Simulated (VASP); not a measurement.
# Pt in VASP: work function with PBE+D3(BJ)

Aim: the work function of Pt with PBE+D3(BJ).

All numbers are computed with VASP 6.6.1; they aren't measurements. Logs are shortened: lines on timing, memory, paths and dates and some standing lists are left out, and cuts for length are marked.

**1. Starting point**

The cell holds a slab with vacuum, 3 atoms: a = 2.776 Å, b = 2.776 Å, c = 28.433 Å, α = 90.00°, β = 90.00°, γ = 120.00°.

The cell was built by a generator and needn't be a form met in nature.

**2. Work function, PBE+D3(BJ)**

The input, INCAR:

```
PREC     = Accurate       # precision mode
ENCUT    = 520            # plane-wave cutoff, eV
EDIFF    = 1E-7           # SCF threshold, eV
ISMEAR   = 1              # smearing method
SIGMA    = 0.1            # smearing width, eV
LREAL    = False          # projectors in reciprocal space
LASPH    = True           # aspherical terms in the spheres
NELM     = 80             # most SCF steps
ALGO     = Fast           # electronic algorithm
ISIF     = 2              # what is computed and relaxed
LWAVE    = False          # write WAVECAR
LCHARG   = True           # write CHGCAR
LDIPOL   = True         
IDIPOL   = 3            
DIPOL    = 0.5 0.5 0.500
GGA      = PE             # functional
IVDW     = 12             # dispersion correction
LVHAR    = True         
LVACPOTAV= True         
KPAR     = 2
```

The input, KPOINTS:

```
regular mesh
0
Gamma
  14 14 1
```

The input, POSCAR:

```
Pt                                      
1.0
    2.7760588100      0.0000000000      0.0000000000
   -1.3880294100      2.4041373900      0.0000000000
    0.0000000000      0.0000000000     28.4332588800
  Pt            
     3
Selective dynamics
Direct
     0.0000000000000000    0.0000000000000000    0.4202824600000028   F   F   F
     0.6666669999999968    0.3333330000000032    0.5014781439320632   T   T   T
     0.3333330000000032    0.6666669999999968    0.5826123094857010   T   T   T
```

Potentials or basis: VASP PAW PBE potentials, release 64 (Pt).

Command:

```sh
> cat potpaw_PBE.64/Pt/POTCAR > POTCAR
> mpirun -np 2 vasp_std > vasp.out
```

OUTCAR:

```text
PREC = Accurate
   ENCUT = 520
   EDIFF = 1E-7
   ISMEAR = 1
   LREAL = False
   LASPH = True
   NELM = 80
   ISIF = 2
   GGA = PE
   IVDW = 12
 IVDW          = 12

 ion  position               nearest neighbor table
   1  0.000  0.000  0.420-   2 2.81   2 2.81   2 2.81
   2  0.667  0.333  0.501-   3 2.81   3 2.81   3 2.81   1 2.81   1 2.81   1 2.81
   3  0.333  0.667  0.583-   2 2.81   2 2.81   2 2.81

  LATTYP: Found a hexagonal cell.
 ALAT       =     2.7760588100
 C/A-ratio  =    10.2423114300

  Lattice vectors:

 A1 = (   2.7760588100,   0.0000000000,   0.0000000000)
 A2 = (  -1.3880294100,   2.4041373900,   0.0000000000)
 A3 = (   0.0000000000,   0.0000000000,  28.4332588800)

Analysis of symmetry for initial positions (statically):
=====================================================================
 Subroutine PRICEL returns:
 Original cell was already a primitive cell.

 Routine SETGRP: Setting up the symmetry group for a
 hexagonal supercell.

 Subroutine GETGRP returns: Found  6 space group operations
 (whereof  6 operations were pure point group operations)
 out of a pool of 24 trial point group operations.

The static configuration has the point symmetry C_3v.

Analysis of symmetry for dynamics (positions and initial velocities):
=====================================================================
 Subroutine PRICEL returns:
 Original cell was already a primitive cell.

 Routine SETGRP: Setting up the symmetry group for a
 hexagonal supercell.

 Subroutine GETGRP returns: Found  6 space group operations
 (whereof  6 operations were pure point group operations)
 out of a pool of 24 trial point group operations.

The dynamic configuration has the point symmetry C_3v.

Analysis of constrained symmetry for selective dynamics:
=====================================================================
 Subroutine PRICEL returns:
 Original cell was already a primitive cell.

 Routine SETGRP: Setting up the symmetry group for a
 hexagonal supercell.

 Subroutine GETGRP returns: Found  6 space group operations
 (whereof  6 operations were pure point group operations)
 out of a pool of 24 trial point group operations.

The constrained configuration has the point symmetry C_3v.

 Subroutine INISYM returns: Found  6 space group operations
 (whereof  6 operations are pure point group operations),
 and found     1 'primitive' translations

----------------------------------------------------------------------------------------

                                     Primitive cell

  volume of cell :     189.7643

  direct lattice vectors                    reciprocal lattice vectors
     2.776058810  0.000000000  0.000000000     0.360222916  0.207974804  0.000000000
    -1.388029410  2.404137390  0.000000000     0.000000000  0.415949606  0.000000000
     0.000000000  0.000000000 28.433258880     0.000000000  0.000000000  0.035170080

  length of vectors
     2.776058810  2.776058759 28.433258880     0.415949598  0.415949606  0.035170080

  position of ions in fractional coordinates (direct lattice)
     0.000000000  0.000000000  0.420282460
     0.666667000  0.333333000  0.501478144
     0.333333000  0.666667000  0.582612309

  ion indices of the primitive-cell ions
   primitive index   ion index
                 1           1
                 2           2
                 3           3

----------------------------------------------------------------------------------------

 KPOINTS: regular mesh

Automatic generation of k-mesh.
 Grid dimensions read from file:
 generate k-points for:   14   14    1

 Generating k-lattice:

  Cartesian coordinates                     Fractional coordinates (reciprocal lattice)
     0.025730208  0.014855343  0.000000000     0.071428571  0.000000000  0.000000000
     0.000000000  0.029710686  0.000000000     0.000000000  0.071428571  0.000000000
     0.000000000  0.000000000  0.035170080     0.000000000  0.000000000  1.000000000

  Length of vectors
     0.029710686  0.029710686  0.035170080

  Shift w.r.t. Gamma in fractional coordinates (k-lattice)
     0.000000000  0.000000000  0.000000000

 Subroutine IBZKPT returns following result:
 ===========================================

 Found     24 irreducible k-points:

 Following reciprocal coordinates:
            Coordinates               Weight
  0.000000  0.000000  0.000000      1.000000
  0.071429 -0.000000  0.000000      6.000000
  0.142857 -0.000000  0.000000      6.000000
  0.214286 -0.000000  0.000000      6.000000
  0.285714  0.000000  0.000000      6.000000
  0.357143 -0.000000  0.000000      6.000000
[... 16 lines left out ...]
  0.285714  0.285714  0.000000      6.000000
  0.357143  0.285714  0.000000      6.000000
   k-points           NKPTS =     24   k-points in BZ     NKDIM =     24   number of bands    NBANDS=     19
   number of dos      NEDOS =    301   number of ions     NIONS =      3
   total plane-waves  NPLWV = 124416
   dimension x,y,z NGX =    24 NGY =   24 NGZ =  216
   dimension x,y,z NGXF=    48 NGYF=   48 NGZF=  432
   ions per type =               3
   NGX,Y,Z   is equivalent  to a cutoff of  14.37, 14.37, 12.63 a.u.
   NGXF,Y,Z  is equivalent  to a cutoff of  28.75, 28.75, 25.26 a.u.
 SYSTEM =  unknown system
   PREC   = accura    normal or accurate (medium, high low for compatibility)
   ISTART =      0    job   : 0-new  1-cont  2-samecut
   ICHARG =      2    charge: 1-file 2-atom 10-const
   ISPIN  =      1    spin polarized calculation?
   LNONCOLLINEAR =      F non collinear calculations
   LSORBIT =      F    spin-orbit coupling
   LASPH  =      T    aspherical Exc in radial PAW
   ENCUT  =  520.0 eV  38.22 Ry    6.18 a.u.   5.16  5.16 52.87*2*pi/ulx,y,z
   NELM   =     80;   NELMIN=  2; NELMDL= -5     # of ELM steps
   EDIFF  = 0.1E-06   stopping-criterion for ELM
   LREAL  =      F    real-space projection
   EDIFFG = 0.1E-05   stopping-criterion for IOM
   NSW    =      0    number of steps for IOM
   IBRION =     -1    ionic relax: 0-MD 1-quasi-New 2-CG
   NFREE  =      0    steps in history (QN), initial steepest desc. (CG)
   ISIF   =      2    stress and relaxation
   ISYM   =      2    0-nonsym 1-usesym 2-fastsym
   POTIM  = 0.5000    time-step for ionic-motion
   TEBEG  =    0.0;   TEEND  =   0.0 temperature during run
   PSTRESS=    0.0 pullay stress
   NELECT =      30.0000    total number of electrons
   NUPDOWN=      -1.0000    fix difference up-down
   EMIN   =  10.00;   EMAX   =-10.00  energy-range for DOS
   EFERMI =   0.00;   METHOD = LEGACY
   ISMEAR =     1;   SIGMA  =   0.10  broadening in eV -4-tet -1-fermi 0-gaus
   EFERMI_NEDOS =   21; number of points for ismear=-14 and -15
   IALGO  =     68    algorithm
   IMIX   =      4    mixing-type and parameters
     AMIX     =   0.40;   BMIX     =  1.00
     AMIX_MAG =   1.60;   BMIX_MAG =  1.00
  volume/ion in A,a.u.               =      63.25       426.86
  Fermi-wavevector in a.u.,A,eV,Ry     =   0.885205  1.672794 10.661354  0.783587
  Thomas-Fermi vector in A             =   2.006207
   LORBIT       =      0    0 simple, 1 ext, 2 COOP (PROOUT), +10 PAW based schemes
   GGA     = PE    functional components
   LHFCALC =     F    Hartree Fock is set to
   AEXX    =    0.0000 exact exchange contribution
   IVDW    =    12    specifies the selected vdW correction
   LEPSILON=     F    determine dielectric tensor
   LRPA    =     F    only Hartree local field effects (RPA)
 non-spin polarized calculation
 RMM-DIIS sequential band-by-band and
 Methfessel and Paxton  Order N= 1 SIGMA  =   0.10
  energy-cutoff  :      520.00
  volume of cell :      189.76
 maximum number of plane-waves:      5157
 NGX is ok and might be reduce to    24
   NGX = 11   NGY = 11   NGZ =105

 dipolmoment           0.000000      0.000000      0.000009 electrons x Angstroem

 number of electron      29.9999998 magnetization

 dipolmoment           0.000000      0.000000     -0.000007 electrons x Angstroem

 Free energy of the ion-electron system (eV)
  ---------------------------------------------------
  ext. energy  EPLUGINS =         0.00000000
  ---------------------------------------------------
  free energy    TOTEN  =       -17.05485345 eV

  energy without entropy =      -17.05771952  energy(sigma->0) =      -17.05580881

 E-fermi :  -1.7676     XC(G=0):  -3.8880

 val. band max:       -1.7794285585   @ k =   0.3571  -0.0000   0.0000
 cond. band min:      -1.7630787070   @ k =   0.0000   0.0000   0.0000
 fundamental gap:      0.0163498515
 Fermi energy:        -1.7675546744

 k-point     1 :       0.0000    0.0000    0.0000
  band No.  band energies     occupation
      1     -10.8151      2.00000
      2      -9.0865      2.00000
      3      -8.6208      2.00000
      4      -5.3987      2.00000
      5      -5.2302      2.00000
      6      -5.2302      2.00000
[... 11 lines left out ...]
     18      -0.9501     -0.00000
     19       3.6823      0.00000

 k-point     2 :       0.0714   -0.0000    0.0000
  band No.  band energies     occupation
      1     -10.6354      2.00000
      2      -8.9041      2.00000
      3      -8.4469      2.00000
      4      -5.3993      2.00000
      5      -5.3816      2.00000
      6      -5.1240      2.00000
[... 11 lines left out ...]
     18      -1.7320      0.43862
     19      -0.1475     -0.00000

 k-point     3 :       0.1429   -0.0000    0.0000
  band No.  band energies     occupation
      1     -10.1249      2.00000
      2      -8.4053      2.00000
      3      -7.9747      2.00000
      4      -5.7468      2.00000
      5      -5.5485      2.00000
      6      -5.3296      2.00000
[... 434 lines left out ...]
      1      -6.9889      2.00000
      2      -6.9031      2.00000
      3      -6.4866      2.00000
      4      -6.2698      2.00000
      5      -5.8906      2.00000
      6      -5.4913      2.00000
[... 11 lines left out ...]
     18       4.3477      0.00000
     19       4.9944      0.00000

 k-point    24 :       0.3571    0.2857    0.0000
  band No.  band energies     occupation
      1      -6.8800      2.00000
      2      -6.7857      2.00000
      3      -6.4417      2.00000
      4      -6.3771      2.00000
      5      -5.8571      2.00000
      6      -5.3458      2.00000
[... 11 lines left out ...]
     18       4.0305      0.00000
     19       4.7533      0.00000

------------------------ aborting loop because EDIFF is reached ----------------------------------------

 Edisp (eV)   -1.52967

 E8    (eV) :    -0.7338

  FORCE on cell =-STRESS in cart. coord.  units (eV):
  Direction    XX          YY          ZZ          XY          YZ          ZX
  --------------------------------------------------------------------------------------
  -------------------------------------------------------------------------------------
  Total      -4.72800    -4.72800    -0.03721     0.00000     0.00000     0.00000
  in kB     -39.91840   -39.91840    -0.31420     0.00000     0.00000     0.00000
  external pressure =      -26.72 kB  Pullay stress =        0.00 kB

 VOLUME and BASIS-vectors are now :
 -----------------------------------------------------------------------------
  energy-cutoff  :      520.00
  volume of cell :      189.76
      direct lattice vectors                 reciprocal lattice vectors
     2.776058810  0.000000000  0.000000000     0.360222916  0.207974804  0.000000000
    -1.388029410  2.404137390  0.000000000     0.000000000  0.415949606  0.000000000
     0.000000000  0.000000000 28.433258880     0.000000000  0.000000000  0.035170080

 POSITION                                       TOTAL-FORCE (eV/Angst)
 -----------------------------------------------------------------------------------
      0.00000      0.00000     11.95000         0.000000     -0.000000      0.003410
      1.38803      0.80138     14.25866        -0.000000      0.000000     -0.010420
     -0.00000      1.60276     16.56557         0.000000     -0.000000      0.007010
 -----------------------------------------------------------------------------------
    total drift:                                0.000021     -0.000012      0.000482

  FREE ENERGIE OF THE ION-ELECTRON SYSTEM (eV)
  ---------------------------------------------------
  free  energy   TOTEN  =       -18.5845219532 eV

  energy  without entropy=      -18.5873880224  energy(sigma->0) =      -18.58547731

 vacuum level on the upper side and lower side of the slab         4.010         4.010
```

Run time: 76 s. Hardware: 2 MPI ranks of Intel Xeon Platinum 8488C (Sapphire Rapids), shared host; peak memory 0.36 GiB.

Results:

```
Free energy                     : -18.5845 eV
Largest force                   : 0.010 eV/Å
Band gap on the k mesh          : none (metal or under the smearing width)
Dispersion energy per atom      : -0.510 eV
Work function of the upper face : 5.78 eV
Work function of the lower face : 5.78 eV
```

Forces in eV/Å, atoms in the order of the input:
```
Pt   0.000  0.000  0.003
Pt   0.000  0.000 -0.010
Pt   0.000  0.000  0.007
```

Levels at points of the mesh, in eV from the Fermi level:
```
           k point  band 12  band 13  band 14  band 15  band 16  band 17  band 18  band 19
(0.00, 0.00, 0.00)    -1.35    -1.35    -0.71    -0.61    -0.61     0.00     0.82     5.45
(0.50, 0.00, 0.00)    -0.09     0.23     0.61     0.65     1.22     2.91     2.91     6.25
```

Spin-orbit coupling is left out, which matters for the levels of Pt.
